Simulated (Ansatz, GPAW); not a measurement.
**Mg: 3 runs at one level of theory**

```
Mg
1.0
     3.20930    0.00000    0.00000
    -1.60465    2.77934    0.00000
     0.00000    0.00000    5.21030
Mg
2
Direct
  0.66667 0.33333 0.75000
  0.33333 0.66667 0.25000
```

Alike in all runs: task single point; functional PBE; k mesh 10 × 10 × 5; occupations gaussian, width 0.05 eV; no spin polarisation; no spin-orbit coupling. Pressure is positive in compression and, in plane waves, holds the error of the finite cutoff, which Ansatz's Pulay term estimates and takes out.

```csv
program and potentials,plane-wave cutoff (eV),notes,pressure (GPa)
"Ansatz, Ansatz PAW",420,-,-0.41
"GPAW, GPAW PAW data sets (gpaw-data 1.2.1)",800,-,-0.49
"Ansatz, all-electron LAPW, scalar-relativistic",-,-,-0.43
```

The pressure spans -0.49 (GPAW, GPAW PAW data sets (gpaw-data 1.2.1)) to -0.41 GPa (Ansatz, Ansatz PAW), with all-electron results at -0.43.

The functional is the same throughout but for its coding, so the spread measures potentials, basis and numerics; runs on potential files found faulty are left out.
